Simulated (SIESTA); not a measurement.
Crystal: HfB2.

```
Hf B
1.0
     3.14000    0.00000    0.00000
    -1.57000    2.71932    0.00000
     0.00000    0.00000    3.48000
Hf B
1 2
Direct
  0.00407 0.99622 0.99703
  0.67352 0.34355 0.49131
  0.31739 0.67513 0.48455
```

The cell isn't the ideal one: atoms moved at random, drawn with an rms of 0.05 Å.

```yaml
Program: SIESTA 5.4.2
Task: relaxation of cell and atoms
Functional: SVWN5
Potentials_or_basis: PseudoDojo 0.4 standard (LDA files)
Basis: SZ (energy shift 0.002 Ry)
Grid_cutoff: 300 Ry
Energy_shift: 0.002 Ry
k_mesh: 7 × 7 × 6
Occupations: fermi-dirac, width 0.05 eV
Spin: non-collinear spin, ferromagnetic start
Starting_moments: "[[0.0, 0.0, 0.5], [0.0, 0.0, 0.0], [0.0, 0.0, 0.0]] μB"
```

At the start: pressure -0.8 GPa; volume 9.90 Å³/atom.

Problem. How do energy, volume and symmetry change on relaxing?

Solution. Over 10 steps the energy falls by 28.1 meV/atom and the volume is 9.83 Å³/atom (-0.7 %); space group P6/mmm (No. 191, to 0.05 Å); moment 0.00 μB per cell.

Step by step:
```tsv
step	energy change (eV)	largest force (eV/Å)	pressure (GPa)	volume (Å³)
1	0.0000	1.5849	-0.75	29.71
2	-0.0522	0.8752	-1.21	29.69
3	-0.0796	0.1505	-0.92	29.62
4	-0.0813	0.1299	-0.65	29.59
5	-0.0831	0.0847	-0.14	29.53
6	-0.0838	0.0907	0.09	29.50
7	-0.0841	0.0610	0.20	29.49
8	-0.0843	0.0432	0.19	29.49
9	-0.0844	0.0140	0.12	29.49
10	-0.0844	0.0052	0.07	29.50
```

Final structure:
```cif
data_structure
_symmetry_space_group_name_H-M 'P 1'
_symmetry_Int_Tables_number 1
_cell_length_a 3.1504
_cell_length_b 3.1505
_cell_length_c 3.4316
_cell_angle_alpha 89.994
_cell_angle_beta 90.005
_cell_angle_gamma 120.001
_cell_volume 29.50
loop_
_atom_site_label
_atom_site_type_symbol
_atom_site_fract_x
_atom_site_fract_y
_atom_site_fract_z
_atom_site_occupancy
Hf1 Hf 0.99832 0.00491 0.99101 1
B1 B 0.66497 0.33831 0.49089 1
B2 B 0.33164 0.67166 0.49107 1
```

Caveat: the basis has no polarisation orbitals; short orbitals over semicore shells can move pressures by several GPa; the basis of atomic orbitals isn't converged, which shifts pressures, moduli and gaps.
